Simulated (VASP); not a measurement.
# CdTe (F-43m) in VASP: further runs, part 2 of 2

VASP 6.6.1.

### Step 3. Relaxation of cell and atoms, PBE

This run uses another cell than the first one, of 36.33 Å³/atom, 1.103 times its volume.

Contents of INCAR:

```
SYSTEM = CdTe
PREC     = Accurate       ! precision mode
ENCUT    = 520            ! plane-wave cutoff, eV
EDIFF    = 1E-7           ! SCF threshold, eV
ISMEAR   = 0              ! smearing method
SIGMA    = 0.02           ! smearing width, eV
LREAL    = .False.        ! projectors in reciprocal space
LASPH    = .True.         ! aspherical terms in the spheres
NELM     = 80             ! most SCF steps
ALGO     = Normal         ! electronic algorithm
ISIF     = 3              ! what is computed and relaxed
LWAVE    = .False.        ! write WAVECAR
LCHARG   = .False.        ! write CHGCAR
GGA      = PE             ! functional
IBRION   = 2              ! ionic algorithm
NSW      = 80             ! ionic steps
EDIFFG   = -0.002         ! ionic threshold
```

Contents of KPOINTS:

```
regular mesh
0
Gamma
  12 12 12
  0 0 0
```

Contents of POSCAR:

```
CdTe                                    
1.0
   -0.0000000000      3.3118833249      3.3118833249
    3.3118833249     -0.0000000000      3.3118833249
    3.3118833249      3.3118833249      0.0000000000
  Cd              Te            
     1     1
Direct
     0.0000000000000000    0.0000000000000000    0.0000000000000000
     0.2500000000000000    0.2500000000000000    0.2500000000000000
```

Potentials or basis: VASP PAW PBE potentials, release 64 (Cd, Te).

Command:

```bash
cat potpaw_PBE.64/Cd/POTCAR potpaw_PBE.64/Te/POTCAR > POTCAR
mpirun -np 1 vasp_std > vasp.out
```

OUTCAR:

```text
SYSTEM = CdTe
   PREC = Accurate
   ENCUT = 520
   EDIFF = 1E-7
   ISMEAR = 0
   LREAL = .False.
   LASPH = .True.
   NELM = 80
   ISIF = 3
   GGA = PE
   IBRION = 2
   NSW = 80
   EDIFFG = -0.002

 ion  position               nearest neighbor table
   1  0.000  0.000  0.000-   2 2.87   2 2.87   2 2.87   2 2.87
   2  0.250  0.250  0.250-   1 2.87   1 2.87   1 2.87   1 2.87

  LATTYP: Found a face centered cubic cell.
 ALAT       =     6.6237666498

  Lattice vectors:

 A1 = (   0.0000000000,   3.3118833249,   3.3118833249)
 A2 = (   3.3118833249,   0.0000000000,   3.3118833249)
 A3 = (   3.3118833249,   3.3118833249,   0.0000000000)

Analysis of symmetry for initial positions (statically):
=====================================================================
 Subroutine PRICEL returns:
 Original cell was already a primitive cell.

 Routine SETGRP: Setting up the symmetry group for a
 face centered cubic supercell.

 Subroutine GETGRP returns: Found 24 space group operations
 (whereof 24 operations were pure point group operations)
 out of a pool of 48 trial point group operations.

The static configuration has the point symmetry T_d .

Analysis of symmetry for dynamics (positions and initial velocities):
=====================================================================
 Subroutine PRICEL returns:
 Original cell was already a primitive cell.

 Routine SETGRP: Setting up the symmetry group for a
 face centered cubic supercell.

 Subroutine GETGRP returns: Found 24 space group operations
 (whereof 24 operations were pure point group operations)
 out of a pool of 48 trial point group operations.

The dynamic configuration has the point symmetry T_d .

 Subroutine INISYM returns: Found 24 space group operations
 (whereof 24 operations are pure point group operations),
 and found     1 'primitive' translations

----------------------------------------------------------------------------------------

[... 174 lines left out ...]
  energy  without entropy=       -4.8130234869  energy(sigma->0) =       -4.81302349

--------------------------------------- Ionic step        2  -------------------------------------------

 number of electron      18.0000006 magnetization

 Free energy of the ion-electron system (eV)
  ---------------------------------------------------
  ext. energy  EPLUGINS =         0.00000000
  ---------------------------------------------------
  free energy    TOTEN  =        -4.81302495 eV

  energy without entropy =       -4.81302495  energy(sigma->0) =       -4.81302495

 E-fermi :   1.8485     XC(G=0):  -8.2959

 val. band max:        1.7713342086   @ k =   0.0000   0.0000   0.0000
 cond. band min:       2.3455662405   @ k =   0.0000   0.0000   0.0000
 fundamental gap:      0.5742320319
 Fermi energy:         1.8484858664

 k-point     1 :       0.0000    0.0000    0.0000
  band No.  band energies     occupation
      1      -9.0473      2.00000
      2      -6.3090      2.00000
      3      -6.3090      2.00000
      4      -6.3090      2.00000
      5      -6.0941      2.00000
      6      -6.0941      2.00000
      7       1.7713      2.00000
      8       1.7713      2.00000
      9       1.7713      2.00000
     10       2.3456      0.00000
     11       6.4124      0.00000
     12       6.4124      0.00000
     13       6.4124      0.00000
[... 354 lines left out ...]
  band No.  band energies     occupation
      1      -8.6796      2.00000
      2      -6.2434      2.00000
      3      -6.2384      2.00000
      4      -6.0982      2.00000
      5      -6.0897      2.00000
      6      -5.7491      2.00000
      7      -2.1655      2.00000
      8       0.1773      2.00000
      9       0.9020      2.00000
     10       4.4436      0.00000
     11       6.6110      0.00000
     12       7.5294      0.00000
     13       8.5904      0.00000

 [... further k-points ...]

------------------------ aborting loop because EDIFF is reached ----------------------------------------

  FORCE on cell =-STRESS in cart. coord.  units (eV):
  Direction    XX          YY          ZZ          XY          YZ          ZX
  --------------------------------------------------------------------------------------
  -------------------------------------------------------------------------------------
  Total       -0.0009809     -0.0009809     -0.0009809     -0.0000000      0.0000000     -0.0000000
  in kB       -0.0216211     -0.0216211     -0.0216211     -0.0000000      0.0000000     -0.0000000
  external PRESSURE =      -0.0216211 kB  Pullay stress =       0.0000000 kB

 VOLUME and BASIS-vectors are now :
 -----------------------------------------------------------------------------
  energy-cutoff  :      520.00
  volume of cell :       72.69
      direct lattice vectors                 reciprocal lattice vectors
     0.000000000  3.312453492  3.312453492    -0.150945516  0.150945516  0.150945516
     3.312453492  0.000000000  3.312453492     0.150945516 -0.150945516  0.150945516
     3.312453492  3.312453492  0.000000000     0.150945516  0.150945516 -0.150945516

 POSITION                                       TOTAL-FORCE (eV/Angst)
 -----------------------------------------------------------------------------------
      0.00000      0.00000      0.00000        -0.000000     -0.000000     -0.000000
      1.65623      1.65623      1.65623         0.000000      0.000000      0.000000
 -----------------------------------------------------------------------------------
    total drift:                               -0.000000     -0.000000     -0.000001

  FREE ENERGIE OF THE ION-ELECTRON SYSTEM (eV)
  ---------------------------------------------------
  free  energy   TOTEN  =        -4.8130249507 eV

  energy  without entropy=       -4.8130249507  energy(sigma->0) =       -4.81302495

 reached required accuracy - stopping structural energy minimisation
```

It took 33 s on 1 thread of Intel Xeon 6975P-C (Granite Rapids), shared host; peak memory 0.26 GiB.

What came out:

```yaml
Free_energy: -4.8130 eV
Relaxed_volume: 36.35 Å³/atom
Relaxed_cell: a = 4.685 Å, b = 4.685 Å, c = 4.685 Å, α = 60.00°, β = 60.00°, γ = 60.00°
Space_group_after_relaxing_to_0.05_Å: F-43m (No. 216)
Energy_gained_by_relaxing: 0.0 meV/atom
Ionic_steps: 2
Pressure_after_relaxing: 0.0 GPa
Band_gap_on_the_k_mesh: 0.57 eV, direct
```

Final structure:
```
Cd Te
1.0
     0.00000    3.31245    3.31245
     3.31245    0.00000    3.31245
     3.31245    3.31245    0.00000
Cd Te
1 1
Direct
  0.00000 0.00000 0.00000
  0.25000 0.25000 0.25000
```

Caveat: spin-orbit coupling is left out, which moves the levels of the heavy elements.
